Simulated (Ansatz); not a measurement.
Level of theory: DFT PBE, scalar-relativistic, plane waves, PAW in Ansatz 0.2.0. All cells share a 420 eV cutoff and Γ-centred k meshes spaced at most about 0.3 Å⁻¹ (about 0.25 or finer for metals, 2π included). No spin polarisation.

Temperature and zero-point effects are left out. All are two-dimensional sheets, periodic along a and b, with vacuum along c.

Task: Order these relaxed structures of Cd by energy, lowest first, with the energy over the lowest of them.
A.

```cif
data_structure
_symmetry_space_group_name_H-M 'P 1'
_symmetry_Int_Tables_number 1
_cell_length_a 2.9382
_cell_length_b 2.9431
_cell_length_c 23.8000
_cell_angle_alpha 90.000
_cell_angle_beta 90.000
_cell_angle_gamma 90.000
_cell_volume 205.81
loop_
_atom_site_label
_atom_site_type_symbol
_atom_site_fract_x
_atom_site_fract_y
_atom_site_fract_z
_atom_site_occupancy
Cd1 Cd 0.00000 0.00000 0.29412 1
```

B.

```cif
data_structure
_symmetry_space_group_name_H-M 'P 1'
_symmetry_Int_Tables_number 1
_cell_length_a 2.9300
_cell_length_b 2.9300
_cell_length_c 29.1303
_cell_angle_alpha 90.000
_cell_angle_beta 90.000
_cell_angle_gamma 90.000
_cell_volume 250.07
loop_
_atom_site_label
_atom_site_type_symbol
_atom_site_fract_x
_atom_site_fract_y
_atom_site_fract_z
_atom_site_occupancy
Cd1 Cd 0.50000 0.50000 0.23891 1
Cd2 Cd 0.50000 0.50000 0.34468 1
```

C.

```cif
data_structure
_symmetry_space_group_name_H-M 'P 1'
_symmetry_Int_Tables_number 1
_cell_length_a 5.9065
_cell_length_b 5.9065
_cell_length_c 23.8000
_cell_angle_alpha 90.000
_cell_angle_beta 90.000
_cell_angle_gamma 120.000
_cell_volume 719.05
loop_
_atom_site_label
_atom_site_type_symbol
_atom_site_fract_x
_atom_site_fract_y
_atom_site_fract_z
_atom_site_occupancy
Cd1 Cd 0.00000 0.50000 0.29412 1
Cd2 Cd 0.50000 0.00000 0.29412 1
Cd3 Cd 0.50000 0.50000 0.29412 1
```

Result: B (0 meV/atom), A (136 meV/atom), C (211 meV/atom). Forms: B p4/mmm; A p4/mmm; C p6/mmm. Counting all near atoms (those within 1.25 times the shortest distance at each site): B has Cd 5; A has Cd 4; C has Cd 4. All come from invented guesses.

Cells relaxed within their symmetry can be saddle points. Some structure types and database cells were kept out of the candidates from the start, so a known form may be missing.
